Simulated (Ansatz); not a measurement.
The system is Rh.

```
Rh
1.0
     0.00000    1.89785    1.89785
     1.89785    0.00000    1.89785
     1.89785    1.89785    0.00000
Rh
1
Cartesian
  0.0000 0.0000 0.0000
```

Base run:

- Program: Ansatz 0.2.0
- Functional: revPBE
- Potentials or basis: Ansatz PAW
- Cutoff: 420 eV (not typed: the program's choice for these potentials)
- k mesh: 12 × 12 × 12
- Occupations: fermi-dirac, width 0.05 eV
- Spin: no spin polarisation

Its results: band gap on the k mesh none (metal or under the smearing width); pressure 10.7 GPa.

Problem. The run is repeated on the same cell with these changes: functional from revPBE to PBEsol. What comes out?

Solution. Band gap on the k mesh none (metal or under the smearing width); pressure -3.7 GPa.

PBEsol binds more tightly than revPBE, so the same cell stands under less pressure.

Caveats: the PAW data sets come from PBE, with cores solved anew for the run's functional, which leaves a small shift of forces and pressure.
